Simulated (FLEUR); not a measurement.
## CdS (Hawleyite) under changes of volume

One of the cells (24.808 Å³/atom); the others are scaled copies at fixed shape and fractional positions:

```
Cd S
1.0
     0.00000    2.91650    2.91650
     2.91650    0.00000    2.91650
     2.91650    2.91650    0.00000
Cd S
1 1
Direct
  0.00000 0.00000 0.00000
  0.75000 0.75000 0.75000
```

```yaml
Program: FLEUR MaX-R8.1 (later development tree)
Functional: PW91
Potentials_or_basis: all-electron
Basis: FLAPW
Kmax: 4.51 1/bohr
k_mesh: 8 × 8 × 8
Occupations: fermi-dirac, width 0.05 eV
Spin: no spin polarisation
```

| volume (Å³/atom) | energy over the lowest point (meV/atom) | gap on the mesh (eV) |
| --- | --- | --- |
| 23.319 | 53.50 | 1.23 |
| 23.815 | 33.19 | 1.19 |
| 24.808 | 7.94 | 1.11 |
| 25.800 | 0.00 | 1.02 |
| 26.296 | ? | ? |

Problem. What does the run at 26.296 Å³/atom give?

Solution. Energy over the lowest point 0.74 meV/atom; gap on the mesh 0.98 eV.

Worked out: A Birch-Murnaghan fit of order 2 (a polynomial in V^(-2/3)) to the other rows has its minimum at 25.82 Å³/atom, just outside them, with B0 = V·E''(V) = 60 GPa. It gives 1.57 meV/atom at 26.296 Å³/atom, against the run's 0.74. A straight line through the other rows of the gap, of slope -2.07 eV per unit of ln V (its deformation potential), extrapolates to 0.98 eV, against the run's 0.98.

Energies are extrapolated to zero smearing.

Caveats: the plane-wave cutoff is short for the semicore states, which can make moduli rough.

Spin-orbit coupling on Cd is left out.
